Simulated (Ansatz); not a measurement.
**Cd under changes of volume**

One of the cells (21.585 Å³/atom); the others are scaled copies at fixed shape and fractional positions:

```
CELL_PARAMETERS angstrom
2.97887 0.00000 0.00000
-1.48944 2.57978 0.00000
0.00000 0.00000 5.61765
ATOMIC_POSITIONS crystal
Cd 0.66667 0.33333 0.75000
Cd 0.33333 0.66667 0.25000
```

```yaml
Program: Ansatz 0.2.0
Functional: PBE
Potentials_or_basis: Ansatz PAW earlier set
Cutoff: "520 eV (not typed: the program's choice for these potentials)"
k_mesh: 10 × 10 × 5
Occupations: fermi-dirac, width 0.05 eV
Spin: no spin polarisation
```

```csv
volume (Å³/atom),energy over the lowest point (meV/atom),pressure (GPa)
20.290,50.59,7.5
20.722,32.83,5.7
21.154,19.45,4.2
21.585,9.91,2.9
22.017,3.75,1.7
22.449,?,?
22.880,0.00,-0.2
```

Question: What does the run at 22.449 Å³/atom give?

Answer: Energy over the lowest point 0.57 meV/atom; pressure 0.7 GPa.

Worked out: A Birch-Murnaghan fit of order 3 (a polynomial in V^(-2/3)) to the other rows has its minimum at 22.76 Å³/atom with B0 = V·E''(V) = 47 GPa and B' = 5.7 at fixed shape and positions, which overstates the stiffness. It gives 0.56 meV/atom at 22.449 Å³/atom, against the run's 0.57, and -dE/dV = 0.7 GPa, against 0.7.

Energies are extrapolated to zero smearing.
